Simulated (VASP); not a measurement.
# GaSb (F-43m) in VASP: settings compared, part 2 of 2

VASP 6.6.1.

## (5) Single point, PBEsol

Contents of INCAR:

```
PREC = Accurate
ENCUT = 520
EDIFF = 1E-6
ISMEAR = 0
SIGMA = 0.1
LREAL = F
LASPH = T
NELM = 80
ALGO = Normal
ISIF = 2
LWAVE = F
LCHARG = F
GGA = PS
NBANDS = 16
```

Contents of KPOINTS:

```
regular mesh
0
Gamma
  8 8 8
```

Contents of POSCAR:

```
GaSb
1.0
    0.0000000000      3.0590000000      3.0590000000
    3.0590000000      0.0000000000      3.0590000000
    3.0590000000      3.0590000000      0.0000000000
Sb Ga
1 1
Direct
    0.7500000000      0.7500000000      0.7500000000
    0.0000000000      0.0000000000      0.0000000000
```

Potentials or basis: VASP PAW PBE potentials, release 64 (Sb, Ga_d).

Command:

```bash
$ cat potpaw_PBE.64/Sb/POTCAR potpaw_PBE.64/Ga_d/POTCAR > POTCAR
$ mpirun -np 1 vasp_std > vasp.out
```

OUTCAR:

```text
PREC = Accurate
   ENCUT = 520
   EDIFF = 1E-6
   ISMEAR = 0
   LREAL = F
   LASPH = T
   NELM = 80
   ISIF = 2
   GGA = PS

 ion  position               nearest neighbor table
   1  0.750  0.750  0.750-   2 2.65   2 2.65   2 2.65   2 2.65
   2  0.000  0.000  0.000-   1 2.65   1 2.65   1 2.65   1 2.65

  LATTYP: Found a face centered cubic cell.
 ALAT       =     6.1180000000

  Lattice vectors:

 A1 = (   0.0000000000,   3.0590000000,   3.0590000000)
 A2 = (   3.0590000000,   0.0000000000,   3.0590000000)
 A3 = (   3.0590000000,   3.0590000000,   0.0000000000)

Analysis of symmetry for initial positions (statically):
=====================================================================
 Subroutine PRICEL returns:
 Original cell was already a primitive cell.

 Routine SETGRP: Setting up the symmetry group for a
 face centered cubic supercell.

 Subroutine GETGRP returns: Found 24 space group operations
 (whereof 24 operations were pure point group operations)
 out of a pool of 48 trial point group operations.

[... 155 lines left out ...]
  ---------------------------------------------------
  ext. energy  EPLUGINS =         0.00000000
  ---------------------------------------------------
  free energy    TOTEN  =        -8.14800629 eV

  energy without entropy =       -8.14765554  energy(sigma->0) =       -8.14783092

 E-fermi :   4.7777     XC(G=0):  -9.2658

 val. band max:        4.7322791633   @ k =   0.0000   0.0000   0.0000
 cond. band min:       5.0786932366   @ k =   0.5000   0.0000   0.0000
 fundamental gap:      0.3464140733
 Fermi energy:         4.7776662903

 k-point     1 :       0.0000    0.0000    0.0000
  band No.  band energies     occupation
      1     -10.2663      2.00000
      2     -10.2663      2.00000
      3     -10.2663      2.00000
      4     -10.2160      2.00000
      5     -10.2160      2.00000
      6      -6.7715      2.00000
[... 433 lines left out ...]
      3     -10.2493      2.00000
      4     -10.2191      2.00000
      5     -10.2158      2.00000
      6      -4.7860      2.00000
[... 8 lines left out ...]
     15      14.2882      0.00000
     16      14.8433      0.00000

 [... further k-points ...]
[... 5 lines left out ...]
  --------------------------------------------------------------------------------------
  -------------------------------------------------------------------------------------
  Total       -0.0212305     -0.0212305     -0.0212305      0.0000000      0.0000000      0.0000000
  in kB       -0.5941573     -0.5941573     -0.5941573      0.0000000      0.0000000      0.0000000
  external PRESSURE =      -0.5941573 kB  Pullay stress =       0.0000000 kB

 VOLUME and BASIS-vectors are now :
 -----------------------------------------------------------------------------
  energy-cutoff  :      520.00
  volume of cell :       57.25
      direct lattice vectors                 reciprocal lattice vectors
     0.000000000  3.059000000  3.059000000    -0.163452109  0.163452109  0.163452109
     3.059000000  0.000000000  3.059000000     0.163452109 -0.163452109  0.163452109
     3.059000000  3.059000000  0.000000000     0.163452109  0.163452109 -0.163452109

 POSITION                                       TOTAL-FORCE (eV/Angst)
 -----------------------------------------------------------------------------------
      4.58850      4.58850      4.58850         0.000000      0.000000      0.000000
      0.00000      0.00000      0.00000        -0.000000     -0.000000     -0.000000
 -----------------------------------------------------------------------------------
    total drift:                               -0.000000     -0.000000     -0.000000

  FREE ENERGIE OF THE ION-ELECTRON SYSTEM (eV)
  ---------------------------------------------------
  free  energy   TOTEN  =        -8.1480062949 eV

  energy  without entropy=       -8.1476555360  energy(sigma->0) =       -8.14783092
```

OSZICAR:

```text
N       E                     dE             d eps       ncg     rms          rms(c)
DAV:   1     0.803025457165E+02    0.80303E+02   -0.85757E+03   952   0.136E+03
DAV:   2    -0.202097258797E+01   -0.82324E+02   -0.79313E+02  1104   0.292E+02
DAV:   3    -0.813995775903E+01   -0.61190E+01   -0.60892E+01  1136   0.644E+01
DAV:   4    -0.824589371951E+01   -0.10594E+00   -0.10593E+00  1184   0.941E+00
DAV:   5    -0.824823466779E+01   -0.23409E-02   -0.23409E-02  1144   0.125E+00    0.313E+00
DAV:   6    -0.817376961513E+01    0.74465E-01   -0.83904E-02  1312   0.492E+00    0.183E+00
DAV:   7    -0.814767887126E+01    0.26091E-01   -0.42455E-02  1160   0.185E+00    0.368E-01
DAV:   8    -0.814771554966E+01   -0.36678E-04   -0.48395E-03  1280   0.818E-01    0.102E-01
DAV:   9    -0.814800461196E+01   -0.28906E-03   -0.46030E-04  1024   0.167E-01    0.379E-02
DAV:  10    -0.814799702042E+01    0.75915E-05   -0.19976E-05  1280   0.388E-02    0.109E-02
DAV:  11    -0.814800619787E+01   -0.91775E-05   -0.12319E-05  1056   0.244E-02    0.463E-03
DAV:  12    -0.814800629495E+01   -0.97076E-07   -0.48614E-07   968   0.712E-03
   1 F= -.81480063E+01 E0= -.81478309E+01  d E =-.350759E-03
```

Wall time 13 s (1 thread of Intel Xeon Platinum 8559C (Emerald Rapids), shared host); peak memory 0.18 GiB.

What came out:

```yaml
Free_energy: -8.1480 eV
Pressure: -0.1 GPa
Band_gap_on_the_k_mesh: zero (filled and empty bands touch)
```

Levels at points of the mesh, in eV from the Fermi level:
| k point | band 6 | band 7 | band 8 | band 9 | band 10 | band 11 | band 12 | band 13 |
| --- | --- | --- | --- | --- | --- | --- | --- | --- |
| (0.00, 0.00, 0.00) | -11.55 | -0.05 | -0.05 | -0.05 | -0.05 | 2.71 | 2.71 | 2.71 |
| (0.50, 0.00, 0.00) | -9.92 | -6.44 | -1.20 | -1.20 | 0.30 | 3.67 | 3.67 | 6.27 |
| (0.50, 0.50, 0.00) | -9.09 | -6.88 | -2.63 | -2.63 | 0.79 | 1.11 | 8.62 | 8.62 |

Caveat: the PAW data sets were made with another functional, which shifts forces and pressure a little; spin-orbit coupling is left out, which moves the levels of the heavy elements.

## (6) Single point, BLYP+D3(BJ)

This run uses another cell than the first one, of 28.83 Å³/atom, 1.007 times its volume.

Contents of INCAR:

```
PREC = Accurate ; ENCUT = 520
EDIFF = 1E-6 ; ISMEAR = -1
SIGMA = 0.05 ; LREAL = F
LASPH = T ; NELM = 60
ALGO = Normal ; ISIF = 2
LWAVE = F ; LCHARG = T
GGA = B5 ; ALDAX = 1.0
AGGAX = 1.0 ; AGGAC = 1.0
ALDAC = 0.0 ; IVDW = 12
VDW_S6 = 1.0 ; VDW_S8 = 2.6996
VDW_A1 = 0.4298 ; VDW_A2 = 4.2359
LELF = T ; LVHAR = T
NBANDS = 16
```

KPOINTS is that of step 5.

Contents of POSCAR:

```
GaSb
1.0
    0.0000000000      3.0661949608      3.0661949608
    3.0661949608      0.0000000000      3.0661949608
    3.0661949608      3.0661949608      0.0000000000
Sb Ga
1 1
Direct
    0.7500000000      0.7500000000      0.7500000000
    0.0000000000      0.0000000000      0.0000000000
```

Potentials or basis: VASP PAW PBE potentials, release 64 (Sb, Ga_d).

Command:

```bash
$ cat potpaw_PBE.64/Sb/POTCAR potpaw_PBE.64/Ga_d/POTCAR > POTCAR
$ mpirun -np 1 vasp_std > vasp.out
```

Wall time 25 s (1 thread of Intel Xeon Platinum 8559C (Emerald Rapids), shared host); peak memory 0.19 GiB.

The run converged. Its results:

| Item | Value |
| --- | --- |
| Free energy | -7.5692 eV |
| Pressure | 0.2 GPa |
| Band gap on the k mesh | zero (filled and empty bands touch) |
| Dispersion energy per atom | -0.773 eV |

Levels at points of the mesh, in eV from the Fermi level:
```tsv
k point	band 5	band 6	band 7	band 8	band 9	band 10	band 11	band 12	band 13	band 14
(0.00, 0.00, 0.00)	-15.08	-11.48	-0.20	-0.04	-0.04	-0.04	2.76	2.76	2.76	6.01
(0.50, 0.00, 0.00)	-15.08	-9.89	-6.37	-1.18	-1.18	0.34	3.77	3.77	6.66	9.39
(0.50, 0.50, 0.00)	-15.08	-9.08	-6.86	-2.56	-2.56	0.95	1.37	8.53	8.53	10.02
```

Caveat: the PAW data sets were made with another functional, which shifts forces and pressure a little; spin-orbit coupling is left out, which moves the levels of the heavy elements; pairwise dispersion overbinds metals, which lowers pressure and volume.

## (7) The runs side by side

| task | level | cell | cutoff (eV) | smearing | gap on the mesh (eV) | pressure (GPa) |
| --- | --- | --- | --- | --- | --- | --- |
| relaxation of cell and atoms | r2SCAN+rVV10 | relaxed from a = 4.326 Å, angles 60.0°, 2 atoms | 600 | fermi-dirac 0.05 eV | 0.48 | 0.0 |
| single point | PBE | a = 4.326 Å, angles 60.0°, 2 atoms | 520 | gaussian 0.029 eV | 0.04 | 2.4 |
| single point | PBE | a = 4.326 Å, angles 60.0°, 2 atoms | 520 | gaussian 0.024 eV | 0.04 | 2.4 |
| single point | PBEsol | a = 4.326 Å, angles 60.0°, 2 atoms | 520 | gaussian 0.1 eV | none | -0.1 |
| single point | BLYP+D3(BJ) | a = 4.336 Å, angles 60.0°, 2 atoms | 520 | fermi-dirac 0.05 eV | none | 0.2 |

Alike in all rows: potentials or basis VASP PAW PBE potentials, release 64 (Sb, Ga_d); no spin polarisation; k mesh 8 × 8 × 8.

On the cell as given the gap runs from zero (PBEsol) to 0.04 eV (PBE). The pressure there spans -0.1 GPa (PBEsol) to 2.4 GPa (PBE); a positive pressure means that this level wants a larger cell, a negative one a smaller.

Caveats: spin-orbit coupling is left out, which moves the levels of the heavy elements; the PAW data sets were made with another functional, which shifts forces and pressure a little (some runs); pairwise dispersion overbinds metals, which lowers pressure and volume (some runs).

Total energies depend on the potentials used, so only differences within one code and one set of settings carry meaning.

## (8) Comparison with measurements

Step 3. Measured gap of GaSb: 0.811 eV (direct; 4.2 K; a printed reference work, data compilation). This calculation gives 0.04 eV (-0.78 eV). Spin-orbit coupling on Ga, Sb is left out. The value is that of PBE on a finite k mesh, which can miss the band edges, without temperature or zero-point motion. Semilocal functionals fall short of measured gaps as a rule.

Step 4. Measured gap of GaSb: 0.811 eV (direct; 4.2 K; a printed reference work, data compilation). This calculation gives 0.04 eV (-0.78 eV). Spin-orbit coupling on Ga, Sb is left out. The value is that of PBE on a finite k mesh, which can miss the band edges, without temperature or zero-point motion. Semilocal functionals fall short of measured gaps as a rule.

Step 5. Against the measured gap of GaSb, 0.811 eV (direct; 4.2 K; a printed reference work, data compilation), the calculated 0.00 eV is off by -0.81 eV. Spin-orbit coupling on Ga, Sb is left out. The value is that of PBEsol on a finite k mesh, which can miss the band edges, without temperature or zero-point motion. Semilocal functionals fall short of measured gaps as a rule.

Step 6. Measured gap of GaSb: 0.811 eV (direct; 4.2 K; a printed reference work, data compilation). This calculation gives 0.00 eV (-0.81 eV). Spin-orbit coupling on Ga, Sb is left out. The value is that of BLYP+D3(BJ) on a finite k mesh, which can miss the band edges, without temperature or zero-point motion. Semilocal functionals fall short of measured gaps as a rule.
